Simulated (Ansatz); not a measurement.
# Sn: the cost of one run

Computed with Ansatz 0.2.0 (DFT PBE, scalar-relativistic, plane waves, PAW, unless a step's input says otherwise).

1 further run of the same task is left out (set aside as unsound or not needed).

## 1. The starting structure

The structure is tetragonal, space group I4_1/amd (No. 141). The conventional cell has a = 5.929 Å, b = 5.929 Å, c = 3.233 Å, α = 90.00°, β = 90.00°, γ = 90.00°. Sn (site symmetry -4m2) has 6 Sn at 3.07 to 3.23 Å as nearest neighbours.

Structure file:

```cif
data_structure
_symmetry_space_group_name_H-M 'I4_1/amd:1'
_symmetry_Int_Tables_number 141
_cell_length_a 5.9286
_cell_length_b 5.9286
_cell_length_c 3.2327
_cell_angle_alpha 90.000
_cell_angle_beta 90.000
_cell_angle_gamma 90.000
_cell_volume 113.62
loop_
_atom_site_label
_atom_site_type_symbol
_atom_site_symmetry_multiplicity
_atom_site_Wyckoff_symbol
_atom_site_fract_x
_atom_site_fract_y
_atom_site_fract_z
_atom_site_occupancy
Sn1 Sn 4 a 0.00000 0.50000 0.25000 1
```

It goes back to an entry of the Materials Project.

This cell was relaxed beforehand with the same method: volume 28.41 Å³/atom, gap on the mesh none (metal).

## 2. Zero of the scan

input.yaml reads:

```yaml
crystal:
  lattice:
    - [-2.9643162545, 2.9643162545, 1.6163469645]
    - [2.9643162545, -2.9643162545, 1.6163469645]
    - [2.9643162545, 2.9643162545, -1.6163469645]
  atoms:
    - { symbol: Sn, position: [0.75, 0.25, 0.5] }
    - { symbol: Sn, position: [0.0, 0.0, 0.0] }
basis:
  ecutwfc: 420
kpoints:
  mp_grid: { grid: [12, 12, 12] }
hamiltonian:
  xc: pbe
scf:
  occupations: { method: gaussian, width: 0.15 }
output:
  forces: true
  stress: true
  eigenvalues: true
  write_density: true
  write_potential: true
  elf: true
  volumetric_format: npy
```

Run with:

```
ansatz run input.yaml --threads 1 --pin off --max-ram 2560MiB --backend cpu --events-out ev --progress --plain --runs-dir out
```

Q: Estimate wall time and peak memory on 1 thread of Intel Xeon Platinum 8488C (Sapphire Rapids), shared host.

About 7.2 s, with a peak of 0.48 GiB.
